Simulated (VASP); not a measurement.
# AlN: input slips in a phonon run and what they do, part 3 of 3

Aim: see how common mistakes in a phonon run show up, on AlN. The starting structure is a measured crystal structure from the Crystallography Open Database.

VASP 6.6.1.

Results so far: reference B1 (2) 732.1 cm⁻¹; finite displacements, else as the reference B1 (2) 731.3 cm⁻¹; one-sided displacements B1 (2) 724.4 cm⁻¹.

## Step 5: Modes with low precision and real-space projectors

Level of this step: LDA; plane waves and PAW (Al, N) (VASP).

A slip made on purpose: low precision and real-space projectors. Against step 2 the input has PREC = Low, LREAL = Auto, IBRION = 6, NFREE = 2, POTIM = 0.015, no LEPSILON and no LPEAD (also changed: NELM and NSW).

Contents of INCAR:

```
SYSTEM = AlN
PREC = Low
ENCUT = 520
EDIFF = 1E-08
NELM = 60
ISMEAR = 0
SIGMA = 0.03
LREAL = Auto
ALGO = Normal
GGA = CA
NBANDS = 14
LORBIT = 11
LWAVE = .FALSE.
LCHARG = .FALSE.
KPAR = 8
IBRION = 6
NFREE = 2
POTIM = 0.015
NSW = 1
ISIF = 2
```

Contents of POSCAR:

```
AlN
1.0
    3.0917057947      0.0000000000      0.0000000000
   -1.5458528973      2.6774957593      0.0000000000
    0.0000000000      0.0000000000      4.9487592084
Al N
2 2
Direct
    0.6666666667      0.3333333333      0.5015356645
    0.3333333333      0.6666666667      0.0015356645
    0.6666666667      0.3333333333      0.8834643355
    0.3333333333      0.6666666667      0.3834643355
```

Contents of KPOINTS:

```
Automatic mesh
0
Gamma
12 12 6
0 0 0
```

Potentials, in the order of the species: Al and N (LDA family, release 64).

The run is started by

```
> mpirun -np 8 vasp_std
```

The program printed:

```text
[banner, memory and clock lines left out]
running    8 mpi-ranks, on    1 nodes
[...]
[... a notice as in an earlier step ...]

|                                                                             |
|               ----> ADVICE to this user running VASP <----                  |
|                                                                             |
|     You have a (more or less) 'small supercell' and for smaller cells       |
|     it is recommended to use the reciprocal-space projection scheme!        |
|     The real-space optimization is not efficient for small cells and it     |
|     is also less accurate ...                                               |
|     Therefore, set LREAL=.FALSE. in the INCAR file.                         |
|                                                                             |

 LDA part: xc-table for (Slater(with rela. corr.)+CA(PZ))
 , standard interpolation
 POSCAR, INCAR and KPOINTS ok, starting setup
[...]
entering main loop
[...]
DAV:   1     0.423170054435E+02    0.42317E+02   -0.74585E+03  2128   0.102E+03
DAV:   2    -0.343161697880E+02   -0.76633E+02   -0.69669E+02  2912   0.194E+02
DAV:   3    -0.379864406084E+02   -0.36703E+01   -0.36555E+01  2872   0.444E+01
DAV:   4    -0.380084924714E+02   -0.22052E-01   -0.22049E-01  2386   0.412E+00
[...]
DAV:  13    -0.328814033722E+02    0.17977E-06   -0.10771E-06  2836   0.787E-03    0.101E-03
DAV:  14    -0.328814033915E+02   -0.19313E-07   -0.18200E-08  2316   0.109E-03    0.136E-03
DAV:  15    -0.328814033904E+02    0.11241E-08   -0.82022E-09  1790   0.712E-04
   1 F= -.32881403E+02 E0= -.32881403E+02  d E =-.560900E-11
[... from here on, the cycles between the ionic steps are left out ...]
   2 F= -.32875993E+02 E0= -.32875993E+02  d E =-.936382E-11
   3 F= -.32875993E+02 E0= -.32875993E+02  d E =-.380521E-25
   4 F= -.32881691E+02 E0= -.32881691E+02  d E =-.627319E-14
   5 F= -.32878547E+02 E0= -.32878547E+02  d E =-.773990E-20
   6 F= -.32879755E+02 E0= -.32879755E+02  d E =-.293772E-22
   7 F= -.32879755E+02 E0= -.32879755E+02  d E =-.139269E-22
   8 F= -.32880207E+02 E0= -.32880207E+02  d E =-.595209E-21
   9 F= -.32878490E+02 E0= -.32878490E+02  d E =-.115073E-14
 Finite differences progress:
  Degree of freedom:   4/  4
  Displacement:        2/  2
  Total:               8/  8
```

Elapsed: 71 s, on 8 MPI ranks of AMD EPYC 7R43, shared host; peak memory 2.6 GiB; 8.9 min of CPU time.

From OUTCAR (step 5):

```text
  Total        0.6733744      0.6733744      0.1155571      0.0000000      0.0000000      0.0000000
  in kB       26.3356425     26.3356425      4.5194338      0.0000000      0.0000000      0.0000000
  external PRESSURE =      19.0635730 kB  Pullay stress =       0.0000000 kB

 POSITION                                       TOTAL-FORCE (eV/Angst)
 -----------------------------------------------------------------------------------
      1.54585      0.89250      2.48198        -0.000000      0.000000     -0.042958
     -0.00000      1.78500      0.00760         0.000000     -0.000000     -0.035876
      1.54585      0.89250      4.35705        -0.000000     -0.000000      0.237886
     -0.00000      1.78500      1.89767         0.000000     -0.000000     -0.159052
 -----------------------------------------------------------------------------------
    total drift:                               -0.000026     -0.000046      0.208116

  FREE ENERGIE OF THE ION-ELECTRON SYSTEM (eV)
  ---------------------------------------------------
  free  energy   TOTEN  =       -32.8784895966 eV

  energy  without entropy=      -32.8784895966  energy(sigma->0) =      -32.87848960

[... 2 parts as in an earlier step ...]

[... 1 further part left out ...]
[key lines of the parts left out:]
E-fermi :   6.2021
```

Three frequencies should lie near zero, those of the translations, and here fewer than three do (the smallest in size are -43.6, -70.4 and -70.4 cm⁻¹), so no mode of this run is used. As printed, the frequencies run from -70.4 to 731.8 cm⁻¹, imaginary ones as negative numbers.

## Step 6: Modes with a cutoff far too low

A slip made on purpose: a cutoff far too low. Against step 2 the input has ENCUT = 220 (also changed: NELM).

Contents of INCAR:

```
SYSTEM = AlN
PREC = Accurate
ENCUT = 220
EDIFF = 1E-08
NELM = 60
ISMEAR = 0
SIGMA = 0.03
LREAL = .FALSE.
ALGO = Normal
GGA = CA
NBANDS = 14
LORBIT = 11
LWAVE = .FALSE.
LCHARG = .FALSE.
KPAR = 8
IBRION = 8
LEPSILON = .TRUE.
LPEAD = .TRUE.
ISIF = 2
```

POSCAR is that of step 5.

KPOINTS is that of step 5.

The run is started by

```
> mpirun -np 8 vasp_std
```

The program printed:

```text
[... set-up lines as in an earlier step ...]
 entering main loop
       N       E                     dE             d eps       ncg     rms          rms(c)
DAV:   1     0.820774664105E+01    0.82077E+01   -0.45037E+03  2272   0.507E+02
DAV:   2    -0.342784641227E+02   -0.42486E+02   -0.40047E+02  2890   0.134E+02
DAV:   3    -0.356851672583E+02   -0.14067E+01   -0.14048E+01  2740   0.244E+01
DAV:   4    -0.356906907374E+02   -0.55235E-02   -0.55228E-02  2596   0.172E+00
[...]
DAV:  12    -0.325468130891E+02   -0.10436E-08   -0.59280E-07  2554   0.549E-03    0.207E-03
DAV:  13    -0.325468131204E+02   -0.31353E-07   -0.89389E-08  2758   0.206E-03    0.110E-03
DAV:  14    -0.325468131195E+02    0.94633E-09   -0.31296E-09  1514   0.422E-04
   1 F= -.32546813E+02 E0= -.32546813E+02  d E =-.443762E-13
 Linear response reoptimize wavefunctions to high precision
DAV:   1    -0.325468131177E+02    0.17826E-08   -0.10679E-09  1850   0.237E-04
DAV:   2    -0.325468131177E+02   -0.12051E-10   -0.61265E-11  1352   0.561E-05
 Linear response to external field (no local field effect), progress :
[...]
RMM:  11    -0.221050542050E+00    0.93186E-08   -0.21695E-09 19638   0.209E-05    0.736E-07
 first order change of Fermi-energy   0.46788E-01
 force on displaced ion       3 direction 1 : -18.065   0.000  -0.000
 Born effective charge ion    3 direction 1 :  -2.490   0.001   0.000
 Linear response progress:
  Degree of freedom:   4/  4
       N       E                     dE             d eps       ncg     rms          rms(c)
RMM:   1    -0.233123317822E+00   -0.23312E+00    0.25876E-01  5880   0.252E+00
RMM:   2    -0.234557879916E+00   -0.14346E-02   -0.21487E-03  4665   0.332E-01    0.263E-01
RMM:   3    -0.234763444420E+00   -0.20556E-03   -0.17663E-03  4799   0.195E-01    0.135E-01
RMM:   4    -0.235955354164E+00   -0.11919E-02   -0.66670E-04  4919   0.119E-01    0.417E-02
[...]
RMM:  10    -0.236353013382E+00    0.52897E-07    0.24952E-08  5389   0.308E-05    0.722E-06
RMM:  11    -0.236352981321E+00    0.32061E-07   -0.20717E-09  4974   0.226E-05    0.935E-07
RMM:  12    -0.236352986257E+00   -0.49354E-08   -0.11703E-08  4021   0.195E-05    0.355E-07
 first order change of Fermi-energy  -0.35899E+00
 force on displaced ion       3 direction 3 :  -0.000  -0.000 -21.986
 Born effective charge ion    3 direction 3 :  -0.000  -0.000  -2.658
 Born effective charges drift removed
 Linear response finished
```

It took 52 s on 8 MPI ranks; peak memory 2 GiB; 6.4 min of CPU time.

OUTCAR, selected parts (step 6):

```text
  Total      -16.9378382    -16.9378382    -16.9724625     -0.0000000     -0.0000000      0.0000000
  in kB     -662.4380754   -662.4380755   -663.7922326     -0.0000000     -0.0000000      0.0000000
  external PRESSURE =    -662.8894612 kB  Pullay stress =       0.0000000 kB

 POSITION                                       TOTAL-FORCE (eV/Angst)
 -----------------------------------------------------------------------------------
      1.54585      0.89250      2.48198         0.000000     -0.000000      0.004525
     -0.00000      1.78500      0.00760        -0.000000     -0.000000      0.004525
      1.54585      0.89250      4.37205        -0.000000      0.000000     -0.004525
     -0.00000      1.78500      1.89767        -0.000000     -0.000000     -0.004525
 -----------------------------------------------------------------------------------
    total drift:                                0.000000      0.000001     -0.001475

 MACROSCOPIC STATIC DIELECTRIC TENSOR (including local field effects in DFT)
 ------------------------------------------------------
           4.583833     0.000000     0.000000
           0.000000     4.583833     0.000000
           0.000000     0.000000     4.822101
 ------------------------------------------------------

 MACROSCOPIC STATIC DIELECTRIC TENSOR IONIC CONTRIBUTION
 ------------------------------------------------------
           3.210445     0.000000    -0.000000
           0.000000     3.210445    -0.000000
          -0.000000    -0.000000     4.360962
 ------------------------------------------------------

[... 1 part as in an earlier step ...]

[... 1 further part left out ...]
```

With a cutoff far too low the modes are at the top B1 (2) 759.4, E1 709.6 cm⁻¹, at the bottom B1 (1) 559.7, E2 (1) 240.0 cm⁻¹, with 2 more of the listed ones between; the largest shift is +35.4 cm⁻¹, in E2 (2), from the reference.

## Step 7: Modes with a loose electronic threshold

A slip made on purpose: a loose electronic threshold. Against step 2 the input has EDIFF = 1E-04, IBRION = 6, NFREE = 2, POTIM = 0.015, no LEPSILON and no LPEAD (also changed: NELM and NSW).

Contents of INCAR:

```
SYSTEM = AlN
PREC = Accurate
ENCUT = 520
EDIFF = 1E-04
NELM = 60
ISMEAR = 0
SIGMA = 0.03
LREAL = .FALSE.
ALGO = Normal
GGA = CA
NBANDS = 14
LORBIT = 11
LWAVE = .FALSE.
LCHARG = .FALSE.
KPAR = 8
IBRION = 6
NFREE = 2
POTIM = 0.015
NSW = 1
ISIF = 2
```

POSCAR is that of step 6.

KPOINTS is that of step 6.

The run is started by

```
> mpirun -np 8 vasp_std
```

The program printed:

```text
[... set-up lines as in an earlier step ...]
 entering main loop
       N       E                     dE             d eps       ncg     rms          rms(c)
[... 10 cycles as in an earlier step ...]
DAV:  11    -0.328413774662E+02    0.56233E-04   -0.10895E-04  1604   0.855E-02
   1 F= -.32841377E+02 E0= -.32841377E+02  d E =-.465340E-11
[... from here on, the cycles between the ionic steps are left out ...]
   2 F= -.32839548E+02 E0= -.32839548E+02  d E =-.192127E-11
   3 F= -.32839526E+02 E0= -.32839526E+02  d E =-.213609E-25
   4 F= -.32838765E+02 E0= -.32838765E+02  d E =-.335322E-14
   5 F= -.32838990E+02 E0= -.32838990E+02  d E =-.720763E-20
   6 F= -.32839523E+02 E0= -.32839523E+02  d E =-.194640E-23
   7 F= -.32839529E+02 E0= -.32839529E+02  d E =-.172265E-24
   8 F= -.32838843E+02 E0= -.32838843E+02  d E =-.146357E-20
   9 F= -.32839012E+02 E0= -.32839012E+02  d E =-.114813E-14
 Finite differences progress:
  Degree of freedom:   4/  4
  Displacement:        2/  2
  Total:               8/  8
```

It took 60 s on 8 MPI ranks; peak memory 3.4 GiB.

OUTCAR, selected parts (step 7):

```text
  Total       -0.0833078     -0.0833078      0.1968127     -0.0000000      0.0000000      0.0000000
  in kB       -3.2581654     -3.2581654      7.6973345     -0.0000000      0.0000000      0.0000000
  external PRESSURE =       0.3936679 kB  Pullay stress =       0.0000000 kB

 POSITION                                       TOTAL-FORCE (eV/Angst)
 -----------------------------------------------------------------------------------
      1.54585      0.89250      2.48198         0.000000     -0.000000     -0.107704
     -0.00000      1.78500      0.00760         0.000000     -0.000000     -0.097581
      1.54585      0.89250      4.35705        -0.000000      0.000000      0.315944
     -0.00000      1.78500      1.89767         0.000000     -0.000000     -0.110659
 -----------------------------------------------------------------------------------
    total drift:                               -0.012941      0.000003     -0.004032

  FREE ENERGIE OF THE ION-ELECTRON SYSTEM (eV)
  ---------------------------------------------------
  free  energy   TOTEN  =       -32.8390122983 eV

  energy  without entropy=      -32.8390122983  energy(sigma->0) =      -32.83901230

[... 2 parts as in an earlier step ...]

[... 1 further part left out ...]
[key lines of the parts left out:]
E-fermi :   6.2045
```

With a loose electronic threshold the modes are at the top B1 (2) 741.9, E1 682.7 cm⁻¹, at the bottom B1 (1) 550.3, E2 (1) 242.4 cm⁻¹, with 2 more of the listed ones between; the largest shift is +10.6 cm⁻¹, in B1 (2), from finite displacements, else as the reference.

## Step 8: Comparison

```csv
run,ended,B1 (2),E1,E2 (2),A1,B1 (1),E2 (1),method,core minutes
reference,converged,732.1,681.5,670.6,623.9,553.6,239.2,perturbation theory,40.9
"finite displacements, else as the reference",converged,731.3,681.6,670.7,624.1,553.5,239.3,finite displacements,16.4
one-sided displacements,converged,724.4,681.6,670.8,620.7,559.6,239.3,finite displacements,7.33
low precision and real-space projectors,"finished, not usable",-,-,-,-,-,-,finite displacements,9.47
a cutoff far too low,converged,759.4,709.6,706.0,649.8,559.7,240.0,perturbation theory,6.93
a loose electronic threshold,converged,741.9,682.7,672.4,623.4,550.3,242.4,finite displacements,8.0
```

Modes are in cm⁻¹, degenerate ones as one, matched between runs by symmetry and order. A number in brackets counts the listed modes of one symmetry from the lowest. The symmetry labels come from an automatic analysis and can be wrong where levels nearly coincide. Core minutes are wall time times ranks of the run shown, on a shared host.

## Step 9: Summary of results

```json
{"B1 (2), reference": "732.1 cm⁻¹", "E2 (1), reference": "239.2 cm⁻¹", "B1 (2), finite displacements, else as the reference": "731.3 cm⁻¹", "E2 (1), finite displacements, else as the reference": "239.3 cm⁻¹", "B1 (2), one-sided displacements": "724.4 cm⁻¹", "E2 (1), one-sided displacements": "239.3 cm⁻¹", "B1 (2), a cutoff far too low": "759.4 cm⁻¹", "E2 (1), a cutoff far too low": "240.0 cm⁻¹", "B1 (2), a loose electronic threshold": "741.9 cm⁻¹", "E2 (1), a loose electronic threshold": "242.4 cm⁻¹", "run with low precision and real-space projectors": "finished, not usable"}
```

**Reading.** Finished, but so rough that the translations don't all come out near zero: low precision and real-space projectors. Finished, but with signs in the output that stand out against the reference: one-sided displacements, with modes off by up to -6.9 cm⁻¹, in B1 (2) (signs: a translation at -13 cm⁻¹ instead of zero); a cutoff far too low, with modes off by up to +35 cm⁻¹, in E2 (2) (signs: a pressure of -66.3 GPa on the undisplaced cell). Finished, and of the signs looked for here (warnings, stress, forces, entropy, moments, translations away from zero, imaginary modes) none stands out against the reference by the marks set here, though the list of modes is off: a loose electronic threshold, with modes off by up to +11 cm⁻¹, in B1 (2). Runs with finite displacements are held against the sound run of that kind. The dielectric constants and Born charges in the logs aren't compared here; at a small gap they can be far off, and in a run without a gap they mean nothing. The frequencies are harmonic, and the splitting of polar modes by their long-range field is left out. Further runs on this material are not shown.

[Lines on the potential files, build, host, timing and source positions are cut from VASP's logs without a mark.]

[Logs are printed without paths, hosts, clocks, repeated set-up lines and the standing remarks that a program may print on its own settings, such as how far it seeks lower states.]

[Hosts, paths, dates, database ids (printed as entryN), source tags and the programs' standing remarks are cut or masked in the printed files.]
